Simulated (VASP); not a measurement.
VASP ran on this input.

KPOINTS:
```
Automatic mesh
0
Gamma
5 5 5
0 0 0
```

### INCAR
```
SYSTEM = CaF2
PREC = Accurate
ENCUT = 520
EDIFF = 1E-6
NELM = 100
ALGO = Normal
LREAL = .FALSE.
LASPH = .TRUE.
ISMEAR = 0
SIGMA = 0.05
GGA = PE
LWAVE = .FALSE.
LCHARG = .FALSE.
ISIF = 2
```

POSCAR:
```
CaF2
1
    0.0000000000     2.7846346463     2.7846150067
    2.7845551495     0.0000000000     2.7845871027
    2.7845532673     2.7845891064     0.0000000000
Ca F
1 2
Direct
  0.0000000000   0.0000000000   0.0000000000
  0.2500000000   0.2500000000   0.2500000000
  0.7500000000   0.7500000000   0.7500000000
```

POTCAR, in this order: Ca_sv F (PBE.64 set). Program: vasp_std.

Q: One choice in this input is risky. Which, and does it do harm here?

A: The risk: the lattice vectors carry noise near SYMPREC. Here it does no harm: the run (PBE GGA, plane waves, VASP's PBE PAW potentials (set 64)) converges to the same energy and pressure as with the safe setting.
**OSZICAR**
```
       N       E                     dE             d eps       ncg     rms          rms(c)
DAV:   1     0.219164618197E+03    0.21916E+03   -0.13849E+04   864   0.151E+03
DAV:   2    -0.879010396176E+01   -0.22795E+03   -0.22459E+03  1088   0.387E+02
DAV:   3    -0.183141448190E+02   -0.95240E+01   -0.95152E+01  1000   0.892E+01
DAV:   4    -0.186530048851E+02   -0.33886E+00   -0.33877E+00  1448   0.126E+01
DAV:   5    -0.186557637452E+02   -0.27589E-02   -0.27588E-02   984   0.121E+00    0.806E+00
DAV:   6    -0.173054641998E+02    0.13503E+01   -0.75540E+00   920   0.190E+01    0.317E+00
DAV:   7    -0.173102975448E+02   -0.48333E-02   -0.19166E-01  1144   0.398E+00    0.170E+00
DAV:   8    -0.173294417123E+02   -0.19144E-01   -0.36076E-02  1112   0.232E+00    0.190E-01
DAV:   9    -0.173341138080E+02   -0.46721E-02   -0.90503E-03  1120   0.726E-01    0.145E-01
DAV:  10    -0.173349522896E+02   -0.83848E-03   -0.15744E-03   968   0.315E-01    0.240E-02
DAV:  11    -0.173349667955E+02   -0.14506E-04   -0.76919E-05  1256   0.718E-02    0.148E-02
DAV:  12    -0.173349739897E+02   -0.71942E-05   -0.21952E-05  1008   0.454E-02    0.372E-03
DAV:  13    -0.173349742501E+02   -0.26040E-06   -0.47479E-06  1296   0.174E-02
   1 F= -.17334974E+02 E0= -.17334974E+02  d E =-.100429E-13
```

The compound is CaF2 in the fluorite structure. The cell was not relaxed at this level.
